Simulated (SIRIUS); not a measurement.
# MgO (F-43m) in SIRIUS: reference runs

Reference runs on MgO: the cell as given.

All numbers are computed with SIRIUS 7.10.0; they aren't measurements. Logs are shortened: lines on timing, memory, paths and dates and some standing lists are left out, and cuts for length are marked. The log counts tension as positive stress, the text compression.

### 1 The crystal as given

The structure is cubic, space group F-43m (No. 216). The conventional cell has a = 4.612 Å, b = 4.612 Å, c = 4.612 Å, α = 90.00°, β = 90.00°, γ = 90.00°. Mg (site symmetry -43m) has 4 O at 2.00 Å as nearest neighbours. O (site symmetry -43m) is surrounded by 4 Mg at 2.00 Å.

The cell was built by a generator and needn't be a form met in nature.

### 2 Single point, PBE

Contents of sirius.json:

```json
{
  "control": {
    "processing_unit": "cpu",
    "verbosity": 2,
    "num_bands_to_print": 15,
    "print_forces": true,
    "print_stress": true
  },
  "parameters": {
    "electronic_structure_method": "pseudopotential",
    "xc_functionals": ["XC_GGA_X_PBE", "XC_GGA_C_PBE"],
    "gk_cutoff": 9.2,
    "pw_cutoff": 18.4,
    "ngridk": [10, 10, 10],
    "shiftk": [0, 0, 0],
    "smearing": "fermi_dirac",
    "smearing_width": 0.0018374661,
    "num_bands": 15,
    "num_mag_dims": 0,
    "num_dft_iter": 100,
    "energy_tol": 1e-08,
    "density_tol": 1e-06
  },
  "iterative_solver": {
    "type": "davidson",
    "min_tolerance": 1e-09,
    "tolerance_scale": [0.1, 0.25]
  },
  "mixer": {
    "type": "anderson",
    "beta": 0.7,
    "max_history": 8
  },
  "settings": {
    "tol_ne": 1e-10,
    "pseudo_grid_cutoff": 6.5
  },
  "unit_cell": {
    "lattice_vectors": [
      [0.0, 4.358010799567, 4.358010799567],
      [4.358010799567, 0.0, 4.358010799567],
      [4.358010799567, 4.358010799567, 0.0]
    ],
    "atom_coordinate_units": "lattice",
    "atom_types": ["Mg", "O"],
    "atom_files": {
      "Mg": "Mg.json",
      "O": "O.json"
    },
    "atoms": {
      "Mg": [
        [0.5, 0.5, 0.5]
      ],
      "O": [
        [0.75, 0.75, 0.75]
      ]
    }
  }
}
```

Potentials or basis: PseudoDojo 0.4.1 PBE standard (scalar relativistic).

Command:

```sh
> upf_to_json Mg.upf
> upf_to_json O.upf
> OMP_NUM_THREADS=1 sirius.scf --input=sirius.json --output=out.json --task=0
```

The log of the run:

```text
[info] SIRIUS version : 7.10.0
[info] number of MPI ranks           : 1
[info] MPI grid                      : 1 1
[info] maximum number of OMP threads : 1
[fft] FFT context for density and potential
[fft] =====================================
[fft]   comm size                             : 1
[fft]   plane wave cutoff                     : 18.4
[fft]   grid size                             : 40 40 40   total : 64000
[fft]   grid limits                           : -19 20   -19 20   -19 20
[fft]   number of G-vectors within the cutoff : 8727
[fft]   local number of G-vectors             : 8727
[fft]   number of G-shells                    : 498
[fft] FFT context for coarse grid
[fft] =====================================
[fft]   comm size                             : 1
[fft]   plane wave cutoff                     : 18.4
[fft]   grid size                             : 40 40 40   total : 64000
[fft]   grid limits                           : -19 20   -19 20   -19 20
[fft]   number of G-vectors within the cutoff : 8727
[fft]   local number of G-vectors             : 8727
[fft]   number of G-shells                    : 498
[unit cell] lattice vectors
[unit cell]   a1 :       0.0000000000      4.3580107996      4.3580107996
[unit cell]   a2 :       4.3580107996      0.0000000000      4.3580107996
[unit cell]   a3 :       4.3580107996      4.3580107996      0.0000000000
[unit cell] reciprocal lattice vectors
[unit cell]   b1 :      -0.7208776660      0.7208776660      0.7208776660
[unit cell]   b2 :       0.7208776660     -0.7208776660      0.7208776660
[unit cell]   b3 :       0.7208776660      0.7208776660     -0.7208776660
[unit cell] unit cell volume :       165.53693207 [a.u.^3]
[unit cell] 1/sqrt(omega)    :         0.07772354
[unit cell] MT volume        :         0.00000000 ( 0.00%)
[unit cell] IT volume        :       165.53693207 (100.00%)
[unit cell] number of atom types : 2
[unit cell] type id : 0 symbol : Mg mt_radius :  15.090000 num_atoms : 1
[unit cell] type id : 1 symbol :  O mt_radius :   9.350000 num_atoms : 1
[unit cell] total number of atoms : 2
[unit cell] number of symmetry classes : 2
[unit cell] number of PAW atoms : 0
[unit cell] atom id  type id  class id             position                      vector_field
[unit cell] ------------------------------------------------------------------------------------------
[unit cell]      0        0        0      0.50000   0.50000   0.50000      0.00000   0.00000   0.00000
[unit cell]      1        1        1      0.75000   0.75000   0.75000      0.00000   0.00000   0.00000
[unit cell] atom id         position (Cartesian, a.u.)
[unit cell] ---------------------------------------------
[unit cell]      0       4.358011    4.358011    4.358011
[unit cell]      1       6.537016    6.537016    6.537016
[unit cell] class id : 0 atom id : 0
[unit cell] class id : 1 atom id : 1
[unit cell] minimum bond length:     3.774148
[unit cell] total number of pseudo wave-functions: 9
[sym] space group number   : 216
[sym] international symbol : F-43m
[sym] Hall symbol          : F -4 2 3
[sym] space group transformation matrix :
[sym]   0.0000  0.5000  0.5000
[sym]  -0.5000 -0.5000  0.0000
[sym]   0.5000  0.0000  0.5000
[sym] space group origin shift :
[sym]  -0.0000  0.0000 -0.0000
[sym] number of space group operations  : 24
[sym] number of magnetic group operations : 24
[sym] metric tensor error: 0.0000e+00
[sym] rotation matrix error: 3.4138e-17
[sym] symmetry operations
[... list of symmetry operations ...]
[atom type] label          : Mg
[atom type] --------------------------------------------------------------------------------
[atom type] symbol         : Mg
[atom type] name           :
[atom type] zn             : 10
[atom type] mass           : 0
[atom type] mt_radius      : 15.09
[atom type] num_mt_points  : 1510
[atom type] grid_origin    : 0
[... 267 lines left out ...]
[find] Hartree energy of density residual : 7.370611044191e-12
[find] bands are converged : true
[find] iterative solver converged : false
[find] +------------------------------+
[find] | SCF iteration  11 out of 100|
[find] +------------------------------+
[diagonalize] iterative solver tolerance (occupied, empty): 1.42797e-09 1.42797e-09
[diagonalize] average number of iterations: 2.68085
[diagonalize] Lowest band energies
[diagonalize] ik:    0   -2.476495   -1.255761   -1.255761   -1.255761   -0.419298    0.159703    0.159703    0.159703    0.287804    0.765865    0.765865    0.765865    0.899655    0.899655    0.899655
[diagonalize] ik:    1   -2.476486   -1.255889   -1.255779   -1.255779   -0.417181    0.142671    0.159036    0.159036    0.307959    0.733250    0.765651    0.765651    0.848506    0.848506    0.879848
[diagonalize] ik:    2   -2.476462   -1.256222   -1.255825   -1.255825   -0.411508    0.110055    0.157320    0.157320    0.349856    0.668647    0.747917    0.747917    0.842311    0.842311    0.860945
[diagonalize] ik:    3   -2.476433   -1.256633   -1.255883   -1.255883   -0.404211    0.079706    0.155249    0.155249    0.396040    0.603129    0.718481    0.718481    0.855875    0.875974    0.875974
[diagonalize] ik:    4   -2.476410   -1.256965   -1.255929   -1.255929   -0.398049    0.058965    0.153613    0.153613    0.441175    0.545365    0.697642    0.697642    0.862439    0.920928    0.920928
[diagonalize] ...
[diagonalize] ik:   42   -2.476374   -1.256827   -1.256504   -1.256133   -0.389395    0.092645    0.095590    0.137301    0.445403    0.563180    0.634782    0.705769    0.837785    0.943916    1.065778
[diagonalize] ik:   43   -2.476369   -1.257018   -1.256292   -1.256224   -0.388552    0.075390    0.126187    0.129233    0.403935    0.579269    0.658689    0.722310    0.785217    0.983498    1.059582
[diagonalize] ik:   44   -2.476377   -1.256843   -1.256411   -1.256145   -0.390359    0.082850    0.112657    0.133886    0.442079    0.569171    0.635317    0.697635    0.851904    0.933303    1.057769
[diagonalize] ik:   45   -2.476372   -1.256823   -1.256483   -1.256178   -0.389127    0.089808    0.103796    0.129996    0.445365    0.569836    0.637215    0.685406    0.883581    0.904973    1.068208
[diagonalize] ik:   46   -2.476369   -1.256859   -1.256450   -1.256227   -0.388437    0.089582    0.109211    0.123364    0.433831    0.579228    0.654775    0.668797    0.853214    0.950836    1.036822
[find] Charges and magnetic moments
[find] --------------------------------------------------------------------------------
[find] total charge          : 16.000000
[find] Energy
[find] --------------------------------------------------------------------------------
[find] valence_eval_sum               :     -12.57101069
[find] <rho|V^{XC}>                   :     -15.09728489
[find] <rho|E^{XC}>                   :     -12.20647741
[find] <mag|B^{XC}>                   :       0.00000000
[find] <rho|V^{H}>                    :      50.14653637
[find] one-electron contribution      :     -47.62026216 (Ha),     -95.24052432 (Ry)
[find] hartree contribution           :      25.07326818
[find] xc contribution                :     -12.20647741
[find] ewald contribution             :     -41.29025785
[find] PAW contribution               :       0.00000000
[find] smearing (-TS)                 :      -0.00000000
[find] SCF correction                 :      -0.00000022
[find] Total energy                   :     -76.04372945 (Ha),    -152.08745890 (Ry)
[find] Free energy (E-TS)             :     -76.04372945 (Ha),    -152.08745890 (Ry)
[find] band gap (eV)                  :       3.48580252
[find] Efermi                         :       0.23133266
[find] iteration : 11, RMS : 2.936949480921e-08, energy difference : -4.263256414561e-12
[find] Hartree energy of density residual : 9.033655545046e-14
[find] bands are converged : false
[find] iterative solver converged : true
[find] converged after 12 SCF iterations!
[find] Charges and magnetic moments
[find] --------------------------------------------------------------------------------
[find] total charge          : 16.000000
[find] Energy
[find] --------------------------------------------------------------------------------
[find] valence_eval_sum               :     -12.57101069
[find] <rho|V^{XC}>                   :     -15.09728489
[find] <rho|E^{XC}>                   :     -12.20647741
[find] <mag|B^{XC}>                   :       0.00000000
[find] <rho|V^{H}>                    :      50.14653637
[find] one-electron contribution      :     -47.62026216 (Ha),     -95.24052432 (Ry)
[find] hartree contribution           :      25.07326818
[find] xc contribution                :     -12.20647741
[find] ewald contribution             :     -41.29025785
[find] PAW contribution               :       0.00000000
[find] smearing (-TS)                 :      -0.00000000
[find] SCF correction                 :      -0.00000022
[find] Total energy                   :     -76.04372945 (Ha),    -152.08745890 (Ry)
[find] Free energy (E-TS)             :     -76.04372945 (Ha),    -152.08745890 (Ry)
[find] band gap (eV)                  :       3.48580252
[find] Efermi                         :       0.23133266
[ground_state] === stress tensor components [kbar] ===
[ground_state] === stress_kin ===
[ground_state] -53590.152848   -0.000000    0.000000
[ground_state]    -0.000000-53590.152848    0.000000
[ground_state]     0.000000    0.000000-53590.152848
[ground_state] === stress_har ===
[ground_state] -14854.306979   -0.000000    0.000000
[ground_state]    -0.000000-14854.306979    0.000000
[ground_state]     0.000000    0.000000-14854.306979
[ground_state] === stress_ewald ===
[ground_state] 24461.835642    0.000000    0.000000
[ground_state]     0.00000024461.835642   -0.000000
[ground_state]     0.000000   -0.00000024461.835642
[ground_state] === stress_vloc ===
[ground_state] 11848.370100    0.000000   -0.000000
[ground_state]     0.00000011848.370100   -0.000000
[ground_state]    -0.000000   -0.00000011848.370100
[ground_state] === stress_xc ===
[ground_state]  5553.009997    0.000000   -0.000000
[ground_state]     0.000000 5553.009997   -0.000000
[ground_state]    -0.000000   -0.000000 5553.009997
[ground_state] === stress_core ===
[ground_state]  1208.901970    0.000000   -0.000000
[ground_state]     0.000000 1208.901970   -0.000000
[ground_state]    -0.000000   -0.000000 1208.901970
[ground_state] === stress_nonloc ===
[ground_state] 25373.310377    0.000000    0.000000
[ground_state]     0.00000025373.310377   -0.000000
[ground_state]     0.000000   -0.00000025373.310377
[ground_state] === stress_us_nl ===
[ground_state] 25373.310377    0.000000    0.000000
[ground_state]     0.00000025373.310377   -0.000000
[ground_state]     0.000000   -0.00000025373.310377
[ground_state] === stress_total ===
[ground_state]     0.968260    0.000000   -0.000000
[ground_state]     0.000000    0.968260   -0.000000
[ground_state]    -0.000000   -0.000000    0.968260
[ground_state] ==== total Forces in Ha/bohr =====
[ground_state] atom:    0, force:      -0.0000000      0.0000000      0.0000000
[ground_state] atom:    1, force:      -0.0000000     -0.0000000      0.0000000
[ground_state] ==== ultrasoft contribution from Qij =====
[ground_state] atom:    0, force:       0.0000000      0.0000000      0.0000000
[ground_state] atom:    1, force:       0.0000000      0.0000000      0.0000000
[ground_state] ==== non-local contribution from Beta-projector =====
[ground_state] atom:    0, force:       0.0000000      0.0000000      0.0000000
[ground_state] atom:    1, force:      -0.0000000     -0.0000000      0.0000000
[ground_state] ==== contribution from local potential =====
[ground_state] atom:    0, force:       0.0000000      0.0000000      0.0000000
[ground_state] atom:    1, force:       0.0000000      0.0000000      0.0000000
[ground_state] ==== contribution from core density =====
[ground_state] atom:    0, force:       0.0000000      0.0000000      0.0000000
[ground_state] atom:    1, force:       0.0000000      0.0000000     -0.0000000
[ground_state] ==== Ewald forces from ions =====
[ground_state] atom:    0, force:       0.0000000      0.0000000      0.0000000
[ground_state] atom:    1, force:       0.0000000      0.0000000      0.0000000
[~DFT_ground_state] local op. applied: 19945
[~DFT_ground_state] evp. work count: 5359.54
[~DFT_ground_state] number of iterative solver steps: 1573
```

Run time: 62 s. Hardware: 1 thread of Arm Neoverse N1, shared host; peak memory 0.29 GiB.

Results:

- Free energy: -2069.2553 eV
- Pressure: -0.1 GPa
- Band gap on the k mesh: 3.49 eV

A k mesh can miss the band edges.
